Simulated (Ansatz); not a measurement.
## Ti under changes of volume

One of the cells (17.636 Å³/atom); the others are scaled copies at fixed shape and fractional positions:

```
CELL_PARAMETERS angstrom
2.95000 0.00000 0.00000
-1.47500 2.55477 0.00000
0.00000 0.00000 4.68000
ATOMIC_POSITIONS crystal
Ti 0.66667 0.33333 0.75000
Ti 0.33333 0.66667 0.25000
```

| Quantity | Value |
| --- | --- |
| Program | Ansatz 0.2.0 |
| Functional | r2SCAN |
| Potentials or basis | Ansatz PAW |
| Cutoff | 500 eV (not typed: the program's choice for these potentials) |
| k mesh | 10 × 10 × 6 |
| Occupations | fermi-dirac, width 0.05 eV |
| Spin | no spin polarisation |

| volume (Å³/atom) | energy over the lowest point (meV/atom) | pressure (GPa) |
| --- | --- | --- |
| 16.577 | ? | ? |
| 16.930 | 3.25 | 2.8 |
| 17.283 | 0.00 | 0.2 |
| 17.636 | 2.12 | -2.1 |
| 17.988 | 9.13 | -4.2 |
| 18.341 | 20.57 | -6.1 |
| 18.694 | 36.04 | -7.9 |

Q: What does the run at 16.577 Å³/atom give?

A: Energy over the lowest point 12.35 meV/atom; pressure 5.5 GPa.

Worked out: A Birch-Murnaghan fit of order 3 (a polynomial in V^(-2/3)) to the other rows has its minimum at 17.31 Å³/atom with B0 = V·E''(V) = 119 GPa and B' = 3.8 at fixed shape and positions, which overstates the stiffness. It gives 12.46 meV/atom at 16.577 Å³/atom, against the run's 12.35, and -dE/dV = 5.6 GPa, against 5.5.

Energies are extrapolated to zero smearing.

Caveats: the PAW data sets come from PBE, with cores solved anew for the run's functional, which leaves a small shift of forces and pressure.
